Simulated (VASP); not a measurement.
A run of VASP 6.6.1:

The input POSCAR:

```
MgS
1.0
    0.0000000000      2.6016500000      2.6016500000
    2.6016500000      0.0000000000      2.6016500000
    2.6016500000      2.6016500000      0.0000000000
S Mg
1 1
Direct
    0.5000000000      0.5000000000      0.5000000000
    0.0000000000      0.0000000000      0.0000000000
```

INCAR.step1

```
ALGO = Normal
EDIFF = 1E-5
ENCUT = 520
GGA = PE
ISIF = 2
ISMEAR = -1
LASPH = T
LREAL = F
LWAVE = T
NELM = 80
PREC = Accurate
SIGMA = 0.05
```

The input INCAR.step2:

```
AEXX = 0.3
ALGO = Normal
EDIFF = 1E-7
ENCUT = 520
GGA = PE
HFRCUT = -1
ISIF = 2
ISMEAR = -1
ISTART = 1
LASPH = T
LCHARG = F
LHFCALC = T
LREAL = F
LWAVE = F
NELM = 80
PREC = Accurate
PRECFOCK = Fast
SIGMA = 0.05
```

The input KPOINTS:

```
k-points
0
Gamma
  5 5 5
```

Potentials or basis: VASP PAW PBE potentials, release 64 (S, Mg).

Run with:

```bash
$ cat potpaw_PBE.64/S/POTCAR potpaw_PBE.64/Mg/POTCAR > POTCAR
$ cp INCAR.step1 INCAR
$ mpirun -np 1 vasp_std > vasp.out
$ cp INCAR.step2 INCAR
$ mpirun -np 1 vasp_std > vasp.out
```

Hardware: 1 thread of Intel(R) Xeon(R) Platinum 8488C (Sapphire Rapids), on a shared host.

Estimate the wall time of this run.

Wall time 55 s on 1 thread of Intel(R) Xeon(R) Platinum 8488C (Sapphire Rapids), with other jobs on the host, peak memory 0.15 GiB. Counts: scf iterations 12, k points 10.
